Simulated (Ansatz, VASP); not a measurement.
This is a calculation of Pd for Ansatz 0.2.0.

File input.yaml:

```yaml
crystal:
  lattice:
    - [0.0, 1.9465, 1.9465]
    - [1.9465, 0.0, 1.9465]
    - [1.9465, 1.9465, 0.0]
  atoms:
    - { symbol: Pd, position: [0.0, 0.0, 0.0] }
hamiltonian:
  xc: pbe
  pseudopotentials: { kind: paw }
kpoints:
  mp_grid: { grid: [12, 12, 12] }
scf:
  occupations: { method: fermi_dirac, width: 0.05 }
output:
  forces: true
  stress: true
  eigenvalues: true
relax:
  f_tol: 0.01
  max_steps: 40
  cell: { stress_tol: 0.05 }
```

Potentials or basis: Ansatz PAW.

Command:

```console
$ ansatz run input.yaml --threads 2 --pin off --max-ram 5632MiB --backend cpu --events-out ev --progress --plain --runs-dir out
```

Task: Set up the same calculation for VASP 6.6.1. Potentials there: VASP PAW PBE potentials, release 64 (Pd_sv_GW).

Result: As run (the cutoff follows the program's own potentials):

File INCAR:

```
ALGO     = Fast           # electronic algorithm
EDIFF    = 1E-7           # SCF threshold, eV
EDIFFG   = -0.02          # ionic threshold
ENCUT    = 680            # plane-wave cutoff, eV
GGA      = PE             # functional
IBRION   = 2              # ionic algorithm
ISIF     = 3              # what is computed and relaxed
ISMEAR   = -1             # smearing method
LASPH    = T              # aspherical terms in the spheres
LCHARG   = F              # write CHGCAR
LREAL    = F              # projectors in reciprocal space
LWAVE    = F              # write WAVECAR
NELM     = 80             # most SCF steps
NSW      = 40             # ionic steps
PREC     = Accurate       # precision mode
SIGMA    = 0.05           # smearing width, eV
```

The input KPOINTS:

```
k-points
0
Gamma
  12 12 12
```

Contents of POSCAR:

```
Pd
1.0
    0.0000000000      1.9465000000      1.9465000000
    1.9465000000      0.0000000000      1.9465000000
    1.9465000000      1.9465000000      0.0000000000
Pd
1
Direct
    0.0000000000      0.0000000000      0.0000000000
```

Potentials or basis: VASP PAW PBE potentials, release 64 (Pd_sv_GW).

Run with:

```bash
$ cat potpaw_PBE.64/Pd_sv_GW/POTCAR > POTCAR
$ mpirun -np 1 vasp_std > vasp.out
```

Both were run:

|  | VASP | Ansatz | Ansatz less VASP |
| --- | --- | --- | --- |
| gap on the k mesh at the Fermi level, each at its own relaxed structure (eV) | none | none | - |
| relaxed volume (Å³/atom) | 15.30 | 15.31 | +0.010 |
| relaxed cell length with the largest relative difference (Å) | 2.787 | 2.787 | +0.0006 |
| energy change over the relaxation (meV/atom) | -11 | -12 | -0.4 |

A gap of «none» marks a metal or a gap that the smearing closes.

Caveats: the plane-wave basis is chosen anew once the cell has moved, so the energies of steps on either side of that aren't comparable (Ansatz). PBE usually gives volumes a little too large and moduli too small. Zero-point motion and thermal expansion aren't in these numbers.
